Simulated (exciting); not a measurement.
# K (Pm-3m) in exciting: settings compared

The runs below take K through single point, with PBE, RPBE.

Everything below comes from runs of exciting (release sodium). Logs are shortened: lines on timing, memory, paths and dates and some standing lists are left out, and cuts for length are marked.

### Step 1. The structure

It takes space group Pm-3m (No. 221, cubic). Conventional cell: a = 4.310 Å, b = 4.310 Å, c = 4.310 Å, α = 90.00°, β = 90.00°, γ = 90.00°. K (site symmetry m-3m) is surrounded by 6 K at 4.31 Å.

This isn't the form of K at room conditions, which is bcc.

### Step 2. Single point, PBE

The input, input.xml:

```xml
<input>
  <title>K</title>
  <structure speciespath="./" tshift="false">
    <crystal scale="1">
      <basevect>8.145550112872 0.000000000000 0.000000000000</basevect>
      <basevect>0.000000000000 8.145550112872 0.000000000000</basevect>
      <basevect>0.000000000000 0.000000000000 8.145550112872</basevect>
    </crystal>
    <species speciesfile="K.xml" rmt="2.2">
      <atom coord="0.000000000000 0.000000000000 0.000000000000"/>
    </species>
  </structure>
  <groundstate do="fromscratch" ngridk="6 6 6" rgkmax="8.5" gmaxvr="14" lmaxapw="10" lmaxmat="10" lmaxvr="8" xctype="GGA_PBE" stype="Gaussian" swidth="0.00183747" nempty="8" ValenceRelativity="iora*" epsengy="1e-05" epspot="1e-05" maxscl="60" tforce="true" outputlevel="high"/>
</input>
```

Potentials or basis: all-electron LAPW+lo, shipped species files, valence relativity iora*.

Command:

```console
OMP_NUM_THREADS=1 exciting_smp
```

INFO.OUT:

```text
================================================================================
EXCITING SODIUM started
[... 10 lines left out ...]

 Lattice vectors (cartesian) :
      8.1455501129      0.0000000000      0.0000000000
      0.0000000000      8.1455501129      0.0000000000
      0.0000000000      0.0000000000      8.1455501129

 Reciprocal lattice vectors (cartesian) :
      0.7713641461      0.0000000000      0.0000000000
      0.0000000000      0.7713641461      0.0000000000
      0.0000000000      0.0000000000      0.7713641461

 Unit cell volume                           :     540.4571411752
 Brillouin zone volume                      :       0.4589637078

 Species :    1 (K)
     parameters loaded from                 :    K.xml
     name                                   :    potassium
     nuclear charge                         :     -19.00000000
     electronic charge                      :      19.00000000
     atomic mass                            :   71271.84085000
     muffin-tin radius                      :       2.20000000
     # of radial points in muffin-tin       :     350

     atomic positions (lattice) :
       1 :   0.00000000  0.00000000  0.00000000

 Total number of atoms per unit cell        :       1

 Spin treatment                             :    spin-unpolarised

 Number of Bravais lattice symmetries       :      48
 Number of crystal symmetries               :      48

 k-point grid                               :       6    6    6
 Total number of k-points                   :      20
 k-point set is reduced with crystal symmetries

 R^MT_min * |G+k|_max (rgkmax)              :       8.50000000
 Species with R^MT_min                      :       1 (K)
 Maximum |G+k| for APW functions            :       3.86363636
 Maximum |G| for potential and density      :      14.00000000
 Polynomial order for pseudochg. density    :       9

 G-vector grid sizes                        :      40    40    40
 Total number of G-vectors                  :   25173

 Maximum angular momentum used for
     APW functions                          :      10
     computing H and O matrix elements      :      10
     potential and density                  :       8
     inner part of muffin-tin               :       2

 Total nuclear charge                       :     -19.00000000
 Total electronic charge                    :      19.00000000
 Total core charge                          :      10.00000000
 Total valence charge                       :       9.00000000

 Effective Wigner radius, r_s               :       1.89367894

 Number of empty states                     :       8
 Total number of valence states             :      13

 Maximum Hamiltonian size                   :     560
 Maximum number of plane-waves              :     552
 Total number of local-orbitals             :       8

 Exchange-correlation type                  :      20
     Perdew-Burke-Ernzerhof, Phys. Rev. Lett. 77, 3865 (1996)
     Generalised gradient approximation (GGA)

 Smearing scheme                            :    Gaussian
 Smearing width                             :       0.00183747

[... 7 lines left out ...]
* Groundstate module started                                                   *
********************************************************************************
 Output level for this task is set to high

++++++++++++++++++++++++++++++++++++++++++++++++++++++++++++++++++++++++++++++++
[... 5 lines left out ...]
+ SCF iteration number :    1                                                  +
++++++++++++++++++++++++++++++++++++++++++++++++++++++++++++++++++++++++++++++++
 Total energy                               :      -602.23231508
 _______________________________________________________________
 Fermi energy                               :         0.02845268
 Kinetic energy                             :       606.30649086
 Coulomb energy                             :     -1175.13179785
 Exchange energy                            :       -32.65551397
 Correlation energy                         :        -0.75149412
 Sum of eigenvalues                         :      -350.94042955
 Effective potential energy                 :      -957.24692041
 Coulomb potential energy                   :      -914.02553031
 xc potential energy                        :       -43.22139010
 Hartree energy                             :       202.06069448
 Electron-nuclear energy                    :     -1318.14691927
 Nuclear-nuclear energy                     :       -59.04557306
 Madelung energy                            :      -718.11903270
 Core-electron kinetic energy               :         0.00000000

 DOS at Fermi energy (states/Ha/cell)       :        68.27534741

 Electron charges :
     core                                   :        10.00000000
     core leakage                           :         0.00000069
     valence                                :         9.00000000
     interstitial                           :         1.70542375
     charge in muffin-tin spheres :
                  atom     1     K          :        17.29457625
     total charge in muffin-tins            :        17.29457625
     total charge                           :        19.00000000
[... 340 lines left out ...]
 Kinetic energy                             :       606.23521257
 Coulomb energy                             :     -1174.95496712
 Exchange energy                            :       -32.65129660
 Correlation energy                         :        -0.75170787
 Sum of eigenvalues                         :      -350.85704194
 Effective potential energy                 :      -957.09225451
 Coulomb potential energy                   :      -913.87611122
 xc potential energy                        :       -43.21614329
 Hartree energy                             :       202.03328283
 Electron-nuclear energy                    :     -1317.94267689
 Nuclear-nuclear energy                     :       -59.04557306
 Madelung energy                            :      -718.01691151
 Core-electron kinetic energy               :         0.00000000

 DOS at Fermi energy (states/Ha/cell)       :        68.32495181

 Electron charges :
     core                                   :        10.00000000
     core leakage                           :         0.00000070
     valence                                :         9.00000000
     interstitial                           :         1.70157006
     charge in muffin-tin spheres :
                  atom     1     K          :        17.29842994
     total charge in muffin-tins            :        17.29842994
     total charge                           :        19.00000000

 RMS change in effective potential (target) :  0.731064E-09  ( 0.100000E-04)
 Absolute change in total energy   (target) :  0.278377E-06  ( 0.100000E-04)
 Charge distance                   (target) :  0.121976E-08  ( 0.100000E-04)
 Abs. change in max-nonIBS-force   (target) :   0.00000      ( 0.500000E-04)

++++++++++++++++++++++++++++++++++++++++++++++++++++++++++++++++++++++++++++++++
| Convergency criteria checked for the last 2 iterations                       +
| Convergence targets achieved. Performing final SCF iteration                 +
++++++++++++++++++++++++++++++++++++++++++++++++++++++++++++++++++++++++++++++++
 Total energy                               :      -602.12275895
 _______________________________________________________________
 Fermi energy                               :         0.02854987
 Kinetic energy                             :       606.23521260
 Coulomb energy                             :     -1174.95496708
 Exchange energy                            :       -32.65129660
 Correlation energy                         :        -0.75170787
 Sum of eigenvalues                         :      -350.85704192
 Effective potential energy                 :      -957.09225452
 Coulomb potential energy                   :      -913.87611123
 xc potential energy                        :       -43.21614328
 Hartree energy                             :       202.03328279
 Electron-nuclear energy                    :     -1317.94267681
 Nuclear-nuclear energy                     :       -59.04557306
 Madelung energy                            :      -718.01691146
 Core-electron kinetic energy               :         0.00000000

 DOS at Fermi energy (states/Ha/cell)       :        68.32495181

 Electron charges :
     core                                   :        10.00000000
     core leakage                           :         0.00000070
     valence                                :         9.00000000
     interstitial                           :         1.70157006
     charge in muffin-tin spheres :
                  atom     1     K          :        17.29842994
     total charge in muffin-tins            :        17.29842994
     total charge                           :        19.00000000

++++++++++++++++++++++++++++++++++++++++++++++++++++++++++++++++++++++++++++++++
+ Self-consistent loop stopped                                                 +
++++++++++++++++++++++++++++++++++++++++++++++++++++++++++++++++++++++++++++++++
 STATE.OUT is written

--------------------------------------------------------------------------------
- Writing atomic positions and forces                                          -
--------------------------------------------------------------------------------

 Atomic positions (lattice) :
 atom     1   K  :     0.00000000    0.00000000    0.00000000

 Total atomic forces including IBS (cartesian) :
 atom     1   K  :     0.00000000    0.00000000    0.00000000

 Atomic force components including IBS (cartesian) :
 atom     1   K  :     0.00000000    0.00000000    0.00000000   HF force
                 :     0.00000000    0.00000000    0.00000000   core correction
                 :     0.00000000    0.00000000    0.00000000   IBS correction

********************************************************************************
* Groundstate module stopped                                                   *
********************************************************************************

================================================================================
| EXCITING SODIUM stopped                                                      =
================================================================================
```

Wall time 59 s (1 thread of Arm Neoverse V2, shared host); peak memory 0.14 GiB.

Results:

```
Free energy                                       : -16384.5981 eV
Band gap on the k mesh                            : none (metal or under the smearing width)
All electrons inside the program's atomic spheres : K 17.30 (radii K 2.2 bohr)
```

Caveat: the log's total energy holds no entropy term; the free energy is that total less TS from the occupations.

### Step 3. Single point, RPBE

The input, input.xml:

```xml
<input>
  <title>K</title>
  <structure speciespath="./" tshift="false">
    <crystal scale="1">
      <basevect>8.145550112872 0.000000000000 0.000000000000</basevect>
      <basevect>0.000000000000 8.145550112872 0.000000000000</basevect>
      <basevect>0.000000000000 0.000000000000 8.145550112872</basevect>
    </crystal>
    <species speciesfile="K.xml" rmt="2.2">
      <atom coord="0.000000000000 0.000000000000 0.000000000000"/>
    </species>
  </structure>
  <groundstate do="fromscratch" ngridk="6 6 6" rgkmax="8.5" gmaxvr="14" lmaxapw="10" lmaxmat="10" lmaxvr="8" stype="Gaussian" swidth="0.00073499" nempty="8" ValenceRelativity="iora*" epsengy="1e-05" epspot="1e-05" maxscl="60" tforce="true" outputlevel="high">
    <libxc exchange="XC_GGA_X_RPBE" correlation="XC_GGA_C_PBE"/>
  </groundstate>
  <properties>
    <chargedensityplot>
      <plot3d>
        <box grid="22 22 22">
          <origin coord="0 0 0"/>
          <point coord="1 0 0"/>
          <point coord="0 1 0"/>
          <point coord="0 0 1"/>
        </box>
      </plot3d>
    </chargedensityplot>
    <elfplot>
      <plot3d>
        <box grid="22 22 22">
          <origin coord="0 0 0"/>
          <point coord="1 0 0"/>
          <point coord="0 1 0"/>
          <point coord="0 0 1"/>
        </box>
      </plot3d>
    </elfplot>
    <exccplot>
      <plot3d>
        <box grid="22 22 22">
          <origin coord="0 0 0"/>
          <point coord="1 0 0"/>
          <point coord="0 1 0"/>
          <point coord="0 0 1"/>
        </box>
      </plot3d>
    </exccplot>
  </properties>
</input>
```

Potentials or basis: all-electron LAPW+lo, shipped species files, valence relativity iora*.

Command:

```console
OMP_NUM_THREADS=1 exciting_smp
```

INFO.OUT:

```text
================================================================================
EXCITING SODIUM started
[... 10 lines left out ...]

 Lattice vectors (cartesian) :
      8.1455501129      0.0000000000      0.0000000000
      0.0000000000      8.1455501129      0.0000000000
      0.0000000000      0.0000000000      8.1455501129

 Reciprocal lattice vectors (cartesian) :
      0.7713641461      0.0000000000      0.0000000000
      0.0000000000      0.7713641461      0.0000000000
      0.0000000000      0.0000000000      0.7713641461
[... 510 lines left out ...]
     total charge in muffin-tins            :        17.30701236
     total charge                           :        19.00000000

++++++++++++++++++++++++++++++++++++++++++++++++++++++++++++++++++++++++++++++++
+ Self-consistent loop stopped                                                 +
++++++++++++++++++++++++++++++++++++++++++++++++++++++++++++++++++++++++++++++++
 STATE.OUT is written

--------------------------------------------------------------------------------
- Writing atomic positions and forces                                          -
--------------------------------------------------------------------------------

 Atomic positions (lattice) :
 atom     1   K  :     0.00000000    0.00000000    0.00000000

 Total atomic forces including IBS (cartesian) :
 atom     1   K  :     0.00000000    0.00000000    0.00000000

 Atomic force components including IBS (cartesian) :
 atom     1   K  :     0.00000000    0.00000000    0.00000000   HF force
                 :     0.00000000    0.00000000    0.00000000   core correction
                 :     0.00000000    0.00000000    0.00000000   IBS correction

********************************************************************************
* Groundstate module stopped                                                   *
********************************************************************************

================================================================================
| EXCITING SODIUM stopped                                                      =
================================================================================
```

WARNINGS.OUT:

```text
Inversion symmetry is present. Consider using input%groundstate%solver%type = "inversionsymmetry"
```

Run time: 84 s. Hardware: 1 thread of Arm Neoverse V2, shared host; peak memory 0.14 GiB.

What came out:

```yaml
Free_energy: -16388.9002 eV
Band_gap_on_the_k_mesh: none (metal or under the smearing width)
All_electrons_inside_the_program's_atomic_spheres: K 17.31 (radii K 2.2 bohr)
```

Levels at points of the mesh, in eV from the Fermi level:
| k point | band 1 | band 2 | band 3 | band 4 | band 5 | band 6 | band 7 | band 8 |
| --- | --- | --- | --- | --- | --- | --- | --- | --- |
| (0.00, 0.00, 0.00) | -32.54 | -15.93 | -15.93 | -15.93 | -2.10 | 2.87 | 2.87 | 6.04 |
| (0.50, 0.00, 0.00) | -32.53 | -16.01 | -15.93 | -15.93 | -0.06 | 0.08 | 3.49 | 4.59 |
| (0.50, 0.50, 0.00) | -32.53 | -16.00 | -16.00 | -15.92 | 1.05 | 2.08 | 2.08 | 2.09 |
| (0.50, 0.50, 0.50) | -32.52 | -15.99 | -15.99 | -15.99 | 2.23 | 2.23 | 2.23 | 4.08 |

Caveat: the log's total energy holds no entropy term; the free energy is that total less TS from the occupations.
